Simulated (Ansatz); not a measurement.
# TiPbO$_{3}$ (Pm-3m): what a change of settings does

```
CELL_PARAMETERS angstrom
3.91933 0.00000 0.00000
0.00000 3.91933 0.00000
0.00000 0.00000 3.91933
ATOMIC_POSITIONS crystal
Ti 0.50000 0.50000 0.50000
Pb 0.00000 0.00000 0.00000
O 0.00000 0.50000 0.50000
O 0.50000 0.00000 0.50000
O 0.50000 0.50000 0.00000
```

The conventional cell has a = 3.919 Å, b = 3.919 Å, c = 3.919 Å, α = 90.00°, β = 90.00°, γ = 90.00°. Around Ti (atom 1) lie 6 O at 1.96 Å. Around Pb (atom 2) lie 12 O at 2.77 Å. O (atom 3) has 2 Ti at 1.96 Å as nearest neighbours.

Computed, not measured; unless marked otherwise by PBEsol, PAW on Ansatz 0.2.0's default frozen-core files (fitted under PBE), scalar-relativistic. k mesh 6×6×6, strains of ±0.005, fixed occupations, cutoff 420 eV. The cell was relaxed by PAW under this functional.

With these settings the run gives C11 = 318.2, C44 = 101.4 GPa and B_V = 190.7 GPa (clamped ions).

Problem. The run is repeated in the same cell with hamiltonian.xc from pbesol to revpbe. What moves, and by how much?

Solution. C11: +6.77 %; C44: +2.83 %; B_V: +8.3 %. The cell isn't relaxed anew, and its pressure at the new settings is 10.0 GPa; in its own relaxed cell the change can differ in size and sign.

Keep in mind: frozen-core PAW files fitted under PBE, their cores solved anew for the functional of the run; no spin-orbit coupling on heavy atoms; cubic perovskites of this kind tilt or polarise below some temperature, which these cells can't show; cell far from its zero-pressure volume under this functional.
